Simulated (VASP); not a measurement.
# Relaxed cell of ZnSe (Stilleite): a test of cutoff and mesh, part 2 of 2

How far does the relaxed cell of ZnSe (Stilleite) depend on cutoff and k mesh? The starting structure is a measured crystal structure from the Crystallography Open Database. The first relaxation on each setting starts from this cell expanded by 3 % in volume.

VASP 6.6.1.

Results so far: reference 22.43 Å³ an atom; a cutoff of 280 eV 22.30 Å³ an atom; a 4×4×4 mesh 22.53 Å³ an atom.

### Step 5. Relaxation with a cutoff of 600 eV

Level of this step: PBEsol; plane waves and PAW (Se, Zn) (VASP).

Against step 2 the input has ENCUT = 600. This run starts from the cell of an earlier relaxation, which isn't shown; the restart sets up the plane waves anew.

Contents of INCAR:

```
SYSTEM = ZnSe
PREC = Accurate
ENCUT = 600
EDIFF = 1E-06
NELM = 100
ISMEAR = 0
SIGMA = 0.03
LREAL = .FALSE.
ALGO = Normal
GGA = PS
NBANDS = 15
LORBIT = 11
LWAVE = .FALSE.
LCHARG = .FALSE.
KPAR = 8
IBRION = 2
NSW = 50
ISIF = 3
EDIFFG = -0.006
```

Contents of POSCAR:

```
ZnSe
1.0
    0.0000000000      2.8208365036      2.8208365036
    2.8208365036      0.0000000000      2.8208365036
    2.8208365036      2.8208365036      0.0000000000
Se Zn
1 1
Direct
    0.7500000000      0.7500000000      0.7500000000
    0.0000000000      0.0000000000      0.0000000000
```

Contents of KPOINTS:

```
Automatic mesh
0
Gamma
6 6 6
0 0 0
```

PAW data sets: Se and Zn (PBE family, release 64).

On the command line:

```sh
mpirun -np 8 vasp_std
```

What it wrote:

```text
[... set-up lines as in an earlier step ...]
 entering main loop
       N       E                     dE             d eps       ncg     rms          rms(c)
DAV:   1     0.972009398267E+02    0.97201E+02   -0.99115E+03   480   0.156E+03
DAV:   2    -0.936917799454E+00   -0.98138E+02   -0.92976E+02   522   0.290E+02
DAV:   3    -0.702225222821E+01   -0.60853E+01   -0.60593E+01   613   0.686E+01
DAV:   4    -0.707393953975E+01   -0.51687E-01   -0.51677E-01   529   0.670E+00
[...]
DAV:  10    -0.676560153447E+01   -0.56074E-04   -0.21068E-04   595   0.193E-01    0.227E-02
DAV:  11    -0.676559194958E+01    0.95849E-05   -0.35728E-05   654   0.911E-02    0.411E-03
DAV:  12    -0.676559223445E+01   -0.28487E-06   -0.62800E-06   613   0.182E-02
   1 F= -.67655922E+01 E0= -.67655922E+01  d E =-.676559E+01
[...]
reached required accuracy - stopping structural energy minimisation
```

Run time: 2 s. Hardware: 8 MPI ranks of Intel Xeon 6975P-C (Granite Rapids), shared host; peak memory 1.4 GiB; 13 s of CPU time.

Parts of OUTCAR (step 5):

```text
  Total       -0.0002562     -0.0002562     -0.0002562     -0.0000000     -0.0000000     -0.0000000
  in kB       -0.0091423     -0.0091423     -0.0091423     -0.0000000     -0.0000000     -0.0000000
  external PRESSURE =      -0.0091423 kB  Pullay stress =       0.0000000 kB

 POSITION                                       TOTAL-FORCE (eV/Angst)
 -----------------------------------------------------------------------------------
      4.23125      4.23125      4.23125        -0.000000     -0.000000     -0.000000
      0.00000      0.00000      0.00000         0.000000      0.000000      0.000000
 -----------------------------------------------------------------------------------
    total drift:                               -0.000001     -0.000001     -0.000000

  FREE ENERGIE OF THE ION-ELECTRON SYSTEM (eV)
  ---------------------------------------------------
  free  energy   TOTEN  =        -6.7655922345 eV

  energy  without entropy=       -6.7655922345  energy(sigma->0) =       -6.76559223

[... 2 parts as in an earlier step ...]

[... 2 further parts left out ...]
[key lines of the parts left out:]
E-fermi :   1.8204
```

With a cutoff of 600 eV the cell ends at 22.446 Å³ an atom, +0.07 % from the reference; the bulk modulus is 65.0 GPa against 65.3 GPa.

### Step 6. Relaxation with a 10×10×10 mesh

Against step 2 the input has a 10×10×10 mesh. This run starts from the cell of an earlier relaxation, which isn't shown; the restart sets up the plane waves anew.

INCAR, as its differences from that of step 5:

```diff
@@ -2,3 +2,3 @@
 PREC = Accurate
-ENCUT = 600
+ENCUT = 450
 EDIFF = 1E-06
```

Contents of POSCAR:

```
ZnSe
1.0
    0.0000000000      2.8198594983      2.8198594983
    2.8198594983      0.0000000000      2.8198594983
    2.8198594983      2.8198594983      0.0000000000
Se Zn
1 1
Direct
    0.7500000000      0.7500000000      0.7500000000
    0.0000000000      0.0000000000      0.0000000000
```

Contents of KPOINTS:

```
Automatic mesh
0
Gamma
10 10 10
0 0 0
```

On the command line:

```sh
mpirun -np 8 vasp_std
```

What it wrote:

```text
[... set-up lines as in an earlier step ...]
 entering main loop
       N       E                     dE             d eps       ncg     rms          rms(c)
DAV:   1     0.812533354941E+02    0.81253E+02   -0.80515E+03  1410   0.125E+03
DAV:   2    -0.192507120174E+01   -0.83178E+02   -0.78203E+02  1557   0.242E+02
DAV:   3    -0.703591563607E+01   -0.51108E+01   -0.50888E+01  1704   0.615E+01
DAV:   4    -0.707775066955E+01   -0.41835E-01   -0.41830E-01  1634   0.585E+00
[...]
DAV:  10    -0.677161886050E+01   -0.56394E-04   -0.20774E-04  1737   0.180E-01    0.235E-02
DAV:  11    -0.677160792753E+01    0.10933E-04   -0.36392E-05  1962   0.883E-02    0.393E-03
DAV:  12    -0.677160823273E+01   -0.30521E-06   -0.59724E-06  1655   0.174E-02
   1 F= -.67716082E+01 E0= -.67716082E+01  d E =-.677161E+01
[...]
reached required accuracy - stopping structural energy minimisation
```

It took 2.6 s on 8 MPI ranks; peak memory 1.4 GiB.

Parts of OUTCAR (step 6):

```text
  Total       -0.0085149     -0.0085149     -0.0085149      0.0000000     -0.0000000      0.0000000
  in kB       -0.3042143     -0.3042143     -0.3042143      0.0000000     -0.0000000      0.0000000
  external PRESSURE =      -0.3042143 kB  Pullay stress =       0.0000000 kB

 POSITION                                       TOTAL-FORCE (eV/Angst)
 -----------------------------------------------------------------------------------
      4.22979      4.22979      4.22979        -0.000000     -0.000000      0.000000
      0.00000      0.00000      0.00000         0.000000      0.000000     -0.000000
 -----------------------------------------------------------------------------------
    total drift:                               -0.000001     -0.000001     -0.000001

  FREE ENERGIE OF THE ION-ELECTRON SYSTEM (eV)
  ---------------------------------------------------
  free  energy   TOTEN  =        -6.7716082327 eV

  energy  without entropy=       -6.7716082327  energy(sigma->0) =       -6.77160823

[... 1 part as in an earlier step ...]

[... 3 further parts left out ...]
[key lines of the parts left out:]
E-fermi :   1.8179
```

With a 10×10×10 mesh the cell ends at 22.422 Å³ an atom, -0.04 % from the reference; the bulk modulus is 65.3 GPa against 65.3 GPa.

### Step 7. The runs compared

| run | volume (Å³/atom) | change (%) | bulk modulus (GPa) | pressure left (GPa) | core minutes |
| --- | --- | --- | --- | --- | --- |
| reference | 22.431 | - | 65.3 | -0.03 | 0.72 |
| a cutoff of 280 eV | 22.305 | -0.56 | 67.2 | 0.02 | 0.56 |
| a 4×4×4 mesh | 22.529 | 0.44 | 65.3 | 0.01 | 0.827 |
| a cutoff of 600 eV | 22.446 | 0.07 | 65.0 | 0.0 | 1.12 |
| a 10×10×10 mesh | 22.422 | -0.04 | 65.3 | -0.03 | 1.07 |

Core minutes are wall time times ranks, summed over the relaxations behind a row (those for a bulk modulus apart), on shared hosts.

### Step 8. Results

| Property | Result |
| --- | --- |
| volume of the reference | 22.43 Å³/atom |
| volume against the reference, a cutoff of 280 eV | -0.56 % |
| volume against the reference, a 4×4×4 mesh | +0.44 % |
| volume against the reference, a cutoff of 600 eV | +0.07 % |
| volume against the reference, a 10×10×10 mesh | -0.04 % |

**Reading.** The volume moves most with a cutoff of 280 eV: -0.56 % against the reference (450 eV, 6×6×6 mesh). On finer settings it changes by +0.07 % with a cutoff of 600 eV and -0.04 % with a 10×10×10 mesh. The relaxations stop with up to 0.03 GPa left, which at the bulk modulus found here is 0.05 % of the volume. That understates it: a restart alone still moved the volume by up to 0.3 %. A cell that shrinks at the lower cutoff is the usual mark of Pulay stress, the error that a plane-wave basis makes when it is kept while the volume changes. The bulk modulus is more sensitive: it changes by +2.9 % with a cutoff of 280 eV. Further runs on this material are not shown.

[Lines on the potential files, build, host, timing and source positions are cut from VASP's logs without a mark.]

[Logs are printed without paths, hosts, clocks, repeated set-up lines and the standing remarks that a program may print on its own settings, such as how far it seeks lower states.]

[Hosts, paths, dates, database ids (printed as entryN), source tags and the programs' standing remarks are cut or masked in the printed files.]
